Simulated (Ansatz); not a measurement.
# Nb2Si: the cost of one run

Computed with Ansatz 0.2.0 (DFT PBEsol, scalar-relativistic, plane waves, PAW, unless a step's input says otherwise).

2 further runs of the same task are left out: 2 set aside as unsound or not needed.

### Step 1. The starting structure

Symmetry: P-3m1, No. 164, trigonal system. The conventional cell has a = 3.095 Å, b = 3.095 Å, c = 4.921 Å, α = 90.00°, β = 90.00°, γ = 120.00°. Ta (site symmetry 3m) is surrounded by 3 C at 2.18 Å. C (site symmetry -3m) is surrounded by 6 Ta at 2.18 Å.

Structure file:

```xyz
3
Lattice="3.0953 0.0000 0.0000 -1.5477 2.6806 0.0000 0.0000 0.0000 4.9211" Properties=species:S:1:pos:R:3 pbc="T T T"
Ta    0.0000    1.7871    1.2444
Ta    1.5477    0.8935    3.6767
C     0.0000    0.0000    0.0000
```

This cell was relaxed beforehand with the same method: volume 13.61 Å³/atom, gap on the mesh none (metal).

### Step 2. The substitution C → Si, Ta → Nb

The start of Nb2Si: fractional positions of relaxed Ta2C, cell scaled by 1.037, a guess from tabulated radii.

### Step 3. A first look at the start (Nb2Si)

File input.yaml:

```yaml
crystal:
  lattice:
    - [3.2107622415, 0.0, 0.0]
    - [-1.6053811207, 2.7806016666, 0.0]
    - [0.0, 0.0, 5.1046474469]
  atoms:
    - { symbol: Nb, position: [0.3333333333, 0.6666666667, 0.2528761941] }
    - { symbol: Nb, position: [0.6666666667, 0.3333333333, 0.7471238059] }
    - { symbol: Si, position: [0.0, 0.0, 0.0] }
basis:
  ecutwfc: 420
kpoints:
  mp_grid: { grid: [6, 6, 4] }
hamiltonian:
  xc: pbesol
scf:
  occupations: { method: gaussian, width: 0.1 }
output:
  forces: true
  stress: true
  eigenvalues: true
```

Started as:

```
$ ansatz run input.yaml --threads 1 --pin off --max-ram 2560MiB --backend cpu --events-out ev --progress --plain --runs-dir out
```

What time and memory should one allow on 1 thread of Arm Neoverse V2, shared host?

About 1.1 s, with a peak of 0.29 GiB.
